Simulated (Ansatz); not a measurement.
**Cu: how the energy converges with the cutoff**

Cu, I4/mmm, a = 2.886 Å, c = 2.752 Å. This isn't the element's structure at ambient conditions. Ansatz: r2SCAN, PAW, cutoff varied, Γ-centred 20×20×20 mesh on 1 atom, Gaussian smearing 0.10 eV; no spin polarisation. Single points at one geometry, the cutoff alone changed; ΔE is the energy at zero smearing over the run at 850 eV (runs within 0.3 meV/atom of it are left out). The runs up to 460 eV lie under the cutoff recommended for these PAW datasets.

```
cutoff (eV)  ΔE (meV/atom)
        150       91342.11
        200       15423.63
        250        2405.65
        300         257.58
        350          14.08
        380           5.66
        460              ?
        500           1.01
        520           0.71
        600           0.36
```

Task: Assume ΔE falls exponentially with the cutoff, fit y = ln ΔE against x, the cutoff in eV, to the other rows, and predict the missing value.

Result: y = 11.422, 9.644, 7.786, 5.551, 2.645, 1.733, 0.010, -0.342, -1.022. Means x = 361.1, y = 4.1586; Σ(Δx)² = 188689, ΣΔxΔy = -5463; the slope is their ratio. y = 14.61 − 0.02895 x, a factor of ten per 80 eV. At 460 eV this gives ΔE = 3.64 meV/atom. The run gave 2.31, a ratio of 1.58. Between neighbouring rows the decay runs from a factor of ten per 40 eV to one per 271 eV, so one exponential is only a rough guide. The fast fall gives way to a slow tail.